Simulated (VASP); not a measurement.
# SnSe2 (P-3m1) in VASP: notebook

One crystal, SnSe2, is run at these levels: r2SCAN; tasks: single point, relaxation of cell and atoms.

Program: VASP 6.6.1. These are calculated values, not measurements. Logs are shortened: lines on timing, memory, paths and dates and some standing lists are left out, and cuts for length are marked.

### Step 1. The crystal as given

The structure is trigonal, space group P-3m1 (No. 164). The conventional cell has a = 3.843 Å, b = 3.843 Å, c = 6.511 Å, α = 90.00°, β = 90.00°, γ = 120.00°. Around Sn (site symmetry -3m) lie 6 Se at 2.72 Å. Se (site symmetry 3m) is surrounded by 3 Sn at 2.72 Å.

### Step 2. Single point, r2SCAN

Contents of POSCAR:

```
SnSe2
1.0
    3.8433531418      0.0000000000      0.0000000000
   -1.9216765709      3.3284414565      0.0000000000
    0.0000000000      0.0000000000      6.5108631737
Sn Se
1 2
Direct
    0.0000000000      0.0000000000      0.0000000000
    0.3333333333      0.6666666667      0.2413791844
    0.6666666667      0.3333333333      0.7586208156
```

Contents of INCAR.step1:

```
SYSTEM = SnSe2
PREC = Accurate
ENCUT = 520
ISMEAR = 0
SIGMA = 0.02
LREAL = .FALSE.
LASPH = .TRUE.
NELM = 100
NBANDS = 20
GGA = PE
ALGO = Normal
EDIFF = 1E-4
LWAVE = .TRUE.
LCHARG = .FALSE.
```

Contents of INCAR.step2:

```
SYSTEM = SnSe2
PREC = Accurate
ENCUT = 520
EDIFF = 1E-7
ISMEAR = 0
SIGMA = 0.02
LREAL = .FALSE.
LASPH = .TRUE.
NELM = 100
ALGO = Normal
ISIF = 2
LWAVE = .FALSE.
LCHARG = .TRUE.
METAGGA = R2SCAN
LMIXTAU = .TRUE.
LELF = .TRUE.
LVHAR = .TRUE.
NBANDS = 20
ISTART = 1
```

Contents of KPOINTS:

```
Automatic mesh
0
G
  6 6 4
  0 0 0
```

Potentials or basis: VASP PAW PBE potentials, release 64 (Sn_d, Se).

Launch:

```bash
> cat potpaw_PBE.64/Sn_d/POTCAR potpaw_PBE.64/Se/POTCAR > POTCAR
> cp INCAR.step1 INCAR
> mpirun -np 1 vasp_std > vasp.out
> cp INCAR.step2 INCAR
> mpirun -np 1 vasp_std > vasp.out
```

OUTCAR:

```text
SYSTEM = SnSe2
   PREC = Accurate
   ENCUT = 520
   EDIFF = 1E-7
   ISMEAR = 0
   LREAL = .FALSE.
   LASPH = .TRUE.
   NELM = 100
   ISIF = 2
   METAGGA = R2SCAN
   ISTART = 1

 ion  position               nearest neighbor table
   1  0.000  0.000  0.000-   2 2.72   3 2.72   2 2.72   3 2.72   3 2.72   2 2.72
   2  0.333  0.667  0.241-   1 2.72   1 2.72   1 2.72
   3  0.667  0.333  0.759-   1 2.72   1 2.72   1 2.72

  LATTYP: Found a hexagonal cell.
 ALAT       =     3.8433531418
 C/A-ratio  =     1.6940580096

  Lattice vectors:

 A1 = (   3.8433531418,   0.0000000000,   0.0000000000)
 A2 = (  -1.9216765709,   3.3284414565,   0.0000000000)
 A3 = (   0.0000000000,   0.0000000000,   6.5108631737)

Analysis of symmetry for initial positions (statically):
=====================================================================
 Subroutine PRICEL returns:
 Original cell was already a primitive cell.

 Routine SETGRP: Setting up the symmetry group for a
 hexagonal supercell.

 Subroutine GETGRP returns: Found 12 space group operations
 (whereof 12 operations were pure point group operations)
 out of a pool of 24 trial point group operations.

The static configuration has the point symmetry D_3d.

Analysis of symmetry for dynamics (positions and initial velocities):
=====================================================================
 Subroutine PRICEL returns:
 Original cell was already a primitive cell.

 Routine SETGRP: Setting up the symmetry group for a
 hexagonal supercell.

 Subroutine GETGRP returns: Found 12 space group operations
 (whereof 12 operations were pure point group operations)
 out of a pool of 24 trial point group operations.

The dynamic configuration has the point symmetry D_3d.

 Subroutine INISYM returns: Found 12 space group operations
 (whereof 12 operations are pure point group operations),
 and found     1 'primitive' translations

----------------------------------------------------------------------------------------

                                     Primitive cell

  volume of cell :      83.2894

  direct lattice vectors                    reciprocal lattice vectors
     3.843353142  0.000000000  0.000000000     0.260189466  0.150220458  0.000000000
    -1.921676571  3.328441456  0.000000000     0.000000000  0.300440916  0.000000000
     0.000000000  0.000000000  6.510863174     0.000000000  0.000000000  0.153589466

  length of vectors
     3.843353142  3.843353142  6.510863174     0.300440916  0.300440916  0.153589466

  position of ions in fractional coordinates (direct lattice)
     0.000000000  0.000000000  0.000000000
     0.333333333  0.666666667  0.241379184
     0.666666667  0.333333333  0.758620816

  ion indices of the primitive-cell ions
   primitive index   ion index
                 1           1
                 2           2
                 3           3

----------------------------------------------------------------------------------------

 KPOINTS: Automatic mesh

Automatic generation of k-mesh.
 Grid dimensions read from file:
 generate k-points for:    6    6    4

 Generating k-lattice:

  Cartesian coordinates                     Fractional coordinates (reciprocal lattice)
     0.043364911  0.025036743  0.000000000     0.166666667  0.000000000  0.000000000
     0.000000000  0.050073486  0.000000000     0.000000000  0.166666667  0.000000000
     0.000000000  0.000000000  0.038397367     0.000000000  0.000000000  0.250000000

  Length of vectors
     0.050073486  0.050073486  0.038397367

  Shift w.r.t. Gamma in fractional coordinates (k-lattice)
     0.000000000  0.000000000  0.000000000

 Subroutine IBZKPT returns following result:
 ===========================================

 Found     24 irreducible k-points:

 Following reciprocal coordinates:
            Coordinates               Weight
  0.000000  0.000000  0.000000      1.000000
  0.166667  0.000000  0.000000      6.000000
  0.333333  0.000000  0.000000      6.000000
  0.500000  0.000000  0.000000      3.000000
  0.166667  0.166667  0.000000      6.000000
  0.333333  0.166667  0.000000     12.000000
[... 16 lines left out ...]
  0.333333  0.166667  0.500000     12.000000
  0.333333  0.333333  0.500000      2.000000
   k-points           NKPTS =     24   k-points in BZ     NKDIM =     24   number of bands    NBANDS=     20
   number of dos      NEDOS =    301   number of ions     NIONS =      3
   total plane-waves  NPLWV =  43200
   dimension x,y,z NGX =    30 NGY =   30 NGZ =   48
   dimension x,y,z NGXF=    60 NGYF=   60 NGZF=   96
   ions per type =               1   2
   NGX,Y,Z   is equivalent  to a cutoff of  12.98, 12.98, 12.26 a.u.
   NGXF,Y,Z  is equivalent  to a cutoff of  25.95, 25.95, 24.51 a.u.
 SYSTEM =  SnSe2
   PREC   = accura    normal or accurate (medium, high low for compatibility)
   ISTART =      1    job   : 0-new  1-cont  2-samecut
   ICHARG =      0    charge: 1-file 2-atom 10-const
   ISPIN  =      1    spin polarized calculation?
   LNONCOLLINEAR =      F non collinear calculations
   LSORBIT =      F    spin-orbit coupling
   LASPH  =      T    aspherical Exc in radial PAW
   ENCUT  =  520.0 eV  38.22 Ry    6.18 a.u.   7.15  7.15 12.11*2*pi/ulx,y,z
   NELM   =    100;   NELMIN=  2; NELMDL=  0     # of ELM steps
   EDIFF  = 0.1E-06   stopping-criterion for ELM
   LREAL  =      F    real-space projection
   EDIFFG = 0.1E-05   stopping-criterion for IOM
   NSW    =      0    number of steps for IOM
   IBRION =     -1    ionic relax: 0-MD 1-quasi-New 2-CG
   NFREE  =      0    steps in history (QN), initial steepest desc. (CG)
   ISIF   =      2    stress and relaxation
   ISYM   =      2    0-nonsym 1-usesym 2-fastsym
   POTIM  = 0.5000    time-step for ionic-motion
   TEBEG  =    0.0;   TEEND  =   0.0 temperature during run
   PSTRESS=    0.0 pullay stress
   NELECT =      26.0000    total number of electrons
   NUPDOWN=      -1.0000    fix difference up-down
   EMIN   =  10.00;   EMAX   =-10.00  energy-range for DOS
   EFERMI =   0.00;   METHOD = LEGACY
   ISMEAR =     0;   SIGMA  =   0.02  broadening in eV -4-tet -1-fermi 0-gaus
   EFERMI_NEDOS =   21; number of points for ismear=-14 and -15
   IALGO  =     38    algorithm
   IMIX   =      4    mixing-type and parameters
     AMIX     =   0.40;   BMIX     =  1.00
     AMIX_MAG =   1.60;   BMIX_MAG =  1.00
  volume/ion in A,a.u.               =      27.76       187.35
  Fermi-wavevector in a.u.,A,eV,Ry     =   1.110545  2.098625 16.780193  1.233309
  Thomas-Fermi vector in A             =   2.247097
   LORBIT       =      0    0 simple, 1 ext, 2 COOP (PROOUT), +10 PAW based schemes
   METAGGA = R2SCAN    functional components
   LHFCALC =     F    Hartree Fock is set to
   AEXX    =    0.0000 exact exchange contribution
   IVDW    =     0    specifies the selected vdW correction
   LEPSILON=     F    determine dielectric tensor
   LRPA    =     F    only Hartree local field effects (RPA)
 non-spin polarized calculation
 Gauss-broadening in eV      SIGMA  =   0.02
  energy-cutoff  :      520.00
  volume of cell :       83.29
 maximum number of plane-waves:      2274
 NGX is ok and might be reduce to    30
   NGX = 15   NGY = 15   NGZ = 25

 number of electron      25.9999999 magnetization

 Free energy of the ion-electron system (eV)
  ---------------------------------------------------
  ext. energy  EPLUGINS =         0.00000000
  ---------------------------------------------------
  free energy    TOTEN  =       -54.63065581 eV

  energy without entropy =      -54.63065581  energy(sigma->0) =      -54.63065581

 E-fermi :   3.1801     XC(G=0):  -9.5901

 val. band max:        3.0132999500   @ k =   0.1667   0.0000   0.0000
 cond. band min:       4.0657130844   @ k =   0.5000   0.0000   0.5000
 fundamental gap:      1.0524131345
 Fermi energy:         3.1801297934

 k-point     1 :       0.0000    0.0000    0.0000
  band No.  band energies     occupation
      1     -18.7752      2.00000
      2     -18.7752      2.00000
      3     -18.7218      2.00000
      4     -18.7139      2.00000
      5     -18.7139      2.00000
      6     -11.0514      2.00000
[... 12 lines left out ...]
     19      12.5809      0.00000
     20      12.5809      0.00000

 k-point     2 :       0.1667    0.0000    0.0000
  band No.  band energies     occupation
      1     -18.7884      2.00000
      2     -18.7676      2.00000
      3     -18.7201      2.00000
      4     -18.7134      2.00000
      5     -18.7112      2.00000
      6     -10.7809      2.00000
[... 12 lines left out ...]
     19      12.0188      0.00000
     20      12.7281      0.00000

 k-point     3 :       0.3333    0.0000    0.0000
  band No.  band energies     occupation
      1     -18.8175      2.00000
      2     -18.7580      2.00000
      3     -18.7293      2.00000
      4     -18.7003      2.00000
      5     -18.6972      2.00000
      6     -10.0676      2.00000
[... 12 lines left out ...]
     19      12.5581      0.00000
     20      13.0768      0.00000

 k-point     4 :       0.5000    0.0000    0.0000
  band No.  band energies     occupation
      1     -18.8326      2.00000
      2     -18.7558      2.00000
      3     -18.7335      2.00000
      4     -18.6921      2.00000
      5     -18.6888      2.00000
      6      -9.4684      2.00000
[... 12 lines left out ...]
     19      13.2564      0.00000
     20      13.8381      0.00000

 k-point     5 :       0.1667    0.1667    0.0000
  band No.  band energies     occupation
      1     -18.8040      2.00000
      2     -18.7656      2.00000
      3     -18.7224      2.00000
      4     -18.7122      2.00000
      5     -18.6978      2.00000
      6     -10.2828      2.00000
[... 12 lines left out ...]
     19      10.8259      0.00000
     20      13.2627      0.00000
[... 353 lines left out ...]
      6      -9.4115      2.00000
[... 12 lines left out ...]
     19      13.3513      0.00000
     20      14.0100      0.00000

 k-point    22 :       0.1667    0.1667    0.5000
  band No.  band energies     occupation
      1     -18.8040      2.00000
      2     -18.7656      2.00000
      3     -18.7224      2.00000
      4     -18.7122      2.00000
      5     -18.6978      2.00000
      6     -10.1884      2.00000
[... 12 lines left out ...]
     19      11.6969      0.00000
     20      12.8268      0.00000

 k-point    23 :       0.3333    0.1667    0.5000
  band No.  band energies     occupation
      1     -18.8184      2.00000
      2     -18.7682      2.00000
      3     -18.7255      2.00000
      4     -18.7017      2.00000
      5     -18.6895      2.00000
      6      -9.4698      2.00000
[... 12 lines left out ...]
     19      12.0697      0.00000
     20      13.3358      0.00000

 k-point    24 :       0.3333    0.3333    0.5000
  band No.  band energies     occupation
      1     -18.7956      2.00000
      2     -18.7956      2.00000
      3     -18.7107      2.00000
      4     -18.7107      2.00000
      5     -18.6917      2.00000
      6      -9.0353      2.00000
[... 12 lines left out ...]
     19      12.6427      0.00000
     20      12.7743      0.00000

------------------------ aborting loop because EDIFF is reached ----------------------------------------

  FORCE on cell =-STRESS in cart. coord.  units (eV):
  Direction    XX          YY          ZZ          XY          YZ          ZX
  --------------------------------------------------------------------------------------
  -------------------------------------------------------------------------------------
  Total        0.0382846      0.0382846      0.0498605      0.0000000      0.0000000      0.0000000
  in kB        0.7364531      0.7364531      0.9591305      0.0000000      0.0000000      0.0000000
  external PRESSURE =       0.8106789 kB  Pullay stress =       0.0000000 kB

 VOLUME and BASIS-vectors are now :
 -----------------------------------------------------------------------------
  energy-cutoff  :      520.00
  volume of cell :       83.29
      direct lattice vectors                 reciprocal lattice vectors
     3.843353142  0.000000000  0.000000000     0.260189466  0.150220458  0.000000000
    -1.921676571  3.328441456  0.000000000     0.000000000  0.300440916  0.000000000
     0.000000000  0.000000000  6.510863174     0.000000000  0.000000000  0.153589466

 POSITION                                       TOTAL-FORCE (eV/Angst)
 -----------------------------------------------------------------------------------
      0.00000      0.00000      0.00000         0.000000      0.000000      0.000000
     -0.00000      2.21896      1.57159        -0.000000      0.000000      0.017747
      1.92168      1.10948      4.93928         0.000000     -0.000000     -0.017747
 -----------------------------------------------------------------------------------
    total drift:                               -0.000000      0.000000      0.000000

  FREE ENERGIE OF THE ION-ELECTRON SYSTEM (eV)
  ---------------------------------------------------
  free  energy   TOTEN  =       -54.6306558139 eV

  energy  without entropy=      -54.6306558139  energy(sigma->0) =      -54.63065581
```

Wall time 2.1 min (1 thread of AMD EPYC 9R45 (Zen 5), shared host); peak memory 0.19 GiB.

What came out:

```yaml
Free_energy: -54.6307 eV
Pressure: 0.1 GPa
Largest_force: 0.018 eV/Å
Band_gap_on_the_k_mesh: 1.05 eV, indirect (least direct gap 1.47 eV)
```

Forces on the atoms (eV/Å):
```
Sn   0.000  0.000  0.000
Se   0.000  0.000  0.018
Se   0.000  0.000 -0.018
```

Caveat: the PAW data sets were made with another functional, which shifts forces and pressure a little; spin-orbit coupling is left out, which moves the levels of the heavy elements. A k mesh can miss the band edges.

### Step 3. Relaxation of cell and atoms, r2SCAN

This run uses another cell than the first one, of 25.73 Å³/atom, 0.927 times its volume.

Contents of POSCAR:

```
SnSe2
1.0
    3.8110000000      0.0000000000      0.0000000000
   -1.9055000000      3.3004228138      0.0000000000
    0.0000000000      0.0000000000      6.1360000000
Sn Se
1 2
Direct
    0.0000000000      0.0000000000      0.0000000000
    0.3333333333      0.6666666667      0.2490000000
    0.6666666667      0.3333333333      0.7510000000
```

Contents of INCAR.step1:

```
SYSTEM = SnSe2
  PREC = Accurate
  ENCUT = 600
  ISMEAR = 0
  SIGMA = 0.02
  LREAL = .False.
  LASPH = .True.
  NELM = 100
  GGA = PE
  ALGO = Normal
  EDIFF = 1E-4
  LWAVE = .True.
  LCHARG = .False.
```

Contents of INCAR.step2:

```
SYSTEM = SnSe2
  PREC = Accurate
  ENCUT = 600
  EDIFF = 1E-6
  ISMEAR = 0
  SIGMA = 0.02
  LREAL = .False.
  LASPH = .True.
  NELM = 100
  ALGO = Normal
  ISIF = 3
  LWAVE = .False.
  LCHARG = .False.
  METAGGA = R2SCAN
  LMIXTAU = .True.
  IBRION = 2
  NSW = 90
  EDIFFG = -0.02
  ISTART = 1
```

Contents of KPOINTS:

```
Automatic mesh
0
Gamma
  6 6 4
  0 0 0
```

Potentials or basis: VASP PAW PBE potentials, release 64 (Sn_d, Se).

Launch:

```bash
> cat potpaw_PBE.64/Sn_d/POTCAR potpaw_PBE.64/Se/POTCAR > POTCAR
> cp INCAR.step1 INCAR
> mpirun -np 1 vasp_std > vasp.out
> cp INCAR.step2 INCAR
> mpirun -np 1 vasp_std > vasp.out
```

It took 13 min on 1 thread of AMD EPYC 9R45 (Zen 5), shared host; peak memory 0.22 GiB.

The run converged. Its results:

| Quantity | Value |
| --- | --- |
| Free energy | -54.6314 eV |
| Relaxed volume | 27.76 Å³/atom |
| Relaxed cell | a = 3.845 Å, b = 3.845 Å, c = 6.505 Å, α = 90.00°, β = 90.00°, γ = 120.00° |
| Space group after relaxing (to 0.05 Å) | P-3m1 (No. 164) |
| Energy gained by relaxing | 17.5 meV/atom |
| Ionic steps | 11 |
| Pressure after relaxing | 0.0 GPa |
| Band gap on the k mesh | 1.05 eV, indirect (least direct gap 1.46 eV) |

The path:
```tsv
step	energy change (eV)	largest force (eV/Å)	pressure (GPa)	volume (Å³)
1	0.0000	0.5267	3.68	77.18
2	-0.0065	0.5208	-2.87	83.97
3	-0.0451	0.0502	-0.03	80.58
4	-0.0451	0.0396	0.04	80.51
5	-0.0463	0.0572	0.07	80.56
6	-0.0475	0.0999	0.17	80.67
7	-0.0485	0.0948	0.11	80.94
8	-0.0507	0.0791	-0.03	81.77
9	-0.0523	0.0494	-0.26	83.42
10	-0.0505	0.1314	0.67	82.94
11	-0.0526	0.0017	0.01	83.28
```

Final structure:
```yaml
crystal:
  lattice:
    - [3.84498, 0.00000, 0.00000]
    - [-1.92249, 3.32985, 0.00000]
    - [0.00000, 0.00000, 6.50498]
  atoms:
    - { symbol: Sn, position: [0.00000, 0.00000, 0.00000] }
    - { symbol: Se, position: [0.33333, 0.66667, 0.24175] }
    - { symbol: Se, position: [0.66667, 0.33333, 0.75825] }
```

Levels at points of the mesh, in eV from the valence-band top:
```csv
k point,band 9,band 10,band 11,band 12,band 13,band 14,band 15,band 16,band 17
"(0.00, 0.00, 0.00)",-0.52,-0.52,-0.23,-0.19,-0.19,1.50,3.61,5.07,5.07
"(0.50, 0.00, 0.00)",-4.33,-2.63,-2.40,-0.93,-0.25,1.35,4.37,5.99,6.08
"(0.00, 0.00, 0.50)",-1.78,-0.58,-0.58,-0.10,-0.10,2.65,3.56,4.91,4.91
"(0.50, 0.00, 0.50)",-4.61,-2.29,-1.98,-0.67,-0.48,1.05,4.75,5.32,6.34
```

Caveat: the PAW data sets were made with another functional, which shifts forces and pressure a little; spin-orbit coupling is left out, which moves the levels of the heavy elements. Zero-point motion and thermal expansion aren't in these numbers.
